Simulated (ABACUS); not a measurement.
A run of ABACUS 3.10.1 is set up as follows.

The input INPUT:

```
INPUT_PARAMETERS
suffix              C
calculation         scf
basis_type          pw
pseudo_dir          ./
symmetry            1
dft_functional      GGA_X_RPBE+GGA_C_PBE
ecutwfc             82
pseudo_rcut         10
nspin               1
nbands              14
ks_solver           dav
smearing_method     fd
smearing_sigma      0.00367493
scf_thr             1e-08
scf_nmax            100
mixing_type         broyden
mixing_beta         0.7
cal_force           1
cal_stress          1
out_chg             1
kpar                4
```

File STRU:

```
ATOMIC_SPECIES
C 12.0110 C.upf

LATTICE_CONSTANT
4.7660140852

LATTICE_VECTORS
0.0000000000 0.7071067812 0.7071067812
0.7071067812 0.0000000000 0.7071067812
0.7071067812 0.7071067812 0.0000000000

ATOMIC_POSITIONS
Cartesian

C
0.0
2
1.0606601718 1.0606601718 1.0606601718 1 1 1
0.7071067812 0.7071067812 0.7071067812 1 1 1
```

Contents of KPT:

```
K_POINTS
0
Gamma
10 10 10 0 0 0
```

Potentials or basis: PseudoDojo NC SR 0.5 PBE standard, plane waves.

Command:

```sh
$ OMP_NUM_THREADS=1 mpirun -np 4 abacus > log
```

(1) Estimate the band gap on the k mesh.

(2) Predict the pressure.

Results:

(1) 4.30 eV, indirect (least direct gap 5.64 eV).

(2) 3.9 GPa.

Caveat: the potentials were made for another functional, which shifts forces and pressure.
